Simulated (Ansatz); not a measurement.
**Forms of Zr₂B₃: one energy to predict**

Level of theory: DFT PBE, scalar-relativistic, plane waves, PAW in Ansatz. Settings: cutoff 420 eV, Γ-centred meshes spaced at most about 0.3 Å⁻¹, and about 0.25 Å⁻¹ or finer for metals (2π included), Gaussian smearing. No spin polarisation.

Temperature and zero-point effects are left out. Rows are sorted by volume; energies count from the lowest form computed. Coordination counts B atoms around Zr (those within 1.25 times the shortest such distance or 1.15 times the sum of covalent radii, 1.27 where that leaves under three; a plus sign parts nearer from farther groups; a slash parts the counts of unlike sites). The table shows 6 of 11 forms computed.

| row | form | source | atoms | coordination | V (Å³/atom) | gap on mesh (eV) | ΔE (meV/atom) |
| --- | --- | --- | --- | --- | --- | --- | --- |
| 1 | P-1 | invented | 10 | Zr 8/10 | 12.3 | 0 | 0 |
| 2 | P-6m2 | invented | 5 | Zr 8/3+6 | 13.1 | 0 | 572 |
| 3 | P-3m1 | invented | 5 | Zr 4+3 | 13.2 | 0 | 350 |
| 4 | P-3m1 | invented | 5 | Zr 8 | 13.6 | 0 | 742 |
| 5 | P6/mmm | invented | 5 | Zr 6 | 14.6 | 0 | ? |
| 6 | R-3c | invented | 10 | Zr 6 | 14.7 | 0 | 299 |

The cell of row 5:

```xyz
5
Lattice="3.5859 0.0000 0.0000 -1.7929 3.1055 0.0000 0.0000 0.0000 6.5745" Properties=species:S:1:pos:R:3 pbc="T T T"
Zr    0.0000    0.0000    1.6449
Zr    0.0000    0.0000    4.9295
B     1.7929    0.0000    3.2872
B    -0.8965    1.5527    3.2872
B     0.8965    1.5527    3.2872
```

**Question.** How far above the lowest form does the open row lie?

**Answer.** 0.60 eV/atom, which puts it above row 2 and below row 4. Counting B atoms around Zr, row 5 has Zr 6 and the lowest form (row 1) has Zr 8/10. Row 5 holds B–B nets (shortest 1.79 Å); the lowest form (row 1) holds B–B chains (shortest 1.64 Å). Shaken at random and relaxed again, this cell falls into a cell with space group R-3m (No. 166), 197 meV/atom lower, so it is a saddle point or a shallow minimum.

An observed structure of this formula, if there is one, may be missing.

Cells without such a test can be saddle points. Some types were kept out of the candidates beforehand, so the set may lack a known form.

Row 5 pairs a kagome boron net with zirconium above and below its hexagons, but the metal layers of neighbouring slabs face each other atom on atom with no boron between them. That eclipsed contact is poor metal packing, and the fall to R-3m suggests that the slabs slip so that zirconium settles into hollows. Even then the cell stays above rows 3 and 6, so stacking probably accounts for only part of the penalty. The rest may lie in the boron net: its triangles favour electron-poor multicentre bonding, whereas electron donation from this much zirconium favours fewer, stronger B–B bonds, as in the short-bonded chains of row 1. Such chains are a familiar motif in metal-rich borides.

Neither density nor coordination number alone orders the energies. Row 1 is both densest and lowest, yet row 6 has the largest volume and comes second among the rows shown, with the same Zr 6 count as row 5. Whether row 1 would survive against separation into ZrB₂ and zirconium is not settled by this ranking.
